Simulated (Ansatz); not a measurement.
Density of states of SiO2 (I-42d, a = 5.027 Å, b = 5.027 Å, c = 7.379 Å, α = 90.00°, β = 90.00°, γ = 90.00°), in states per eV and primitive cell, averaged over bins of 0.5 eV. Level of theory: DFT PBE, scalar-relativistic, plane waves, PAW (Ansatz 0.2.0).

Settings: cutoff 420 eV, Γ-centred mesh 6×6×6 on the computed 6-atom cell, Gaussian smearing of 0.02 eV; no spin polarisation.

The cell is relaxed at this level. The states (both spins) are summed by tetrahedra on a 9×9×9 mesh at the self-consistent density. Energies are bin centres; the table starts no lower than −8 eV and ends at 6 eV, or lower where the solved bands end.

The gap is 5.73 eV at this level, with the zero inside it.

```csv
E − E_F (eV),total,O 2p,Si 3p,O 2s,Si 3s
-7.80,6.81,5.34,1.36,0.02,0.01
-7.30,0.00,0.00,0.00,0.00,0.00
-6.80,0.00,0.00,0.00,0.00,0.00
-6.30,0.00,0.00,0.00,0.00,0.00
-5.80,2.02,1.64,0.25,0.09,0.00
-5.30,5.55,4.83,0.41,0.18,0.01
-4.80,5.74,5.25,0.26,0.10,0.01
-4.30,5.96,5.55,0.21,0.07,0.00
-3.80,4.40,4.16,0.09,0.07,0.01
-3.30,6.09,5.89,0.07,0.05,0.01
-2.80,2.24,2.19,0.02,0.02,0.00
-2.30,0.00,0.00,0.00,0.00,0.00
-1.80,0.00,0.00,0.00,0.00,0.00
-1.30,0.00,0.00,0.00,0.00,0.00
-0.80,0.00,0.00,0.00,0.00,0.00
-0.30,0.00,0.00,0.00,0.00,0.00
0.20,0.00,0.00,0.00,0.00,0.00
0.70,0.00,0.00,0.00,0.00,0.00
1.20,0.00,0.00,0.00,0.00,0.00
1.70,0.00,0.00,0.00,0.00,0.00
2.20,0.00,0.00,0.00,0.00,0.00
2.70,0.00,0.00,0.00,0.00,0.00
3.20,0.15,0.01,0.01,0.03,0.07
3.70,0.31,0.02,0.06,0.06,0.12
4.20,0.48,0.03,0.12,0.09,0.16
4.70,0.72,0.05,0.21,0.14,0.22
5.20,1.08,0.09,0.35,0.21,0.31
5.70,1.04,0.09,0.40,0.19,0.24
```

The columns after the total are the Löwdin projections on the occupied valence shells of the potentials. The rest of the total lies in shells that are empty in the free atom, which aren't projected, and between the atoms.

This form isn't the usual stable structure of the compound.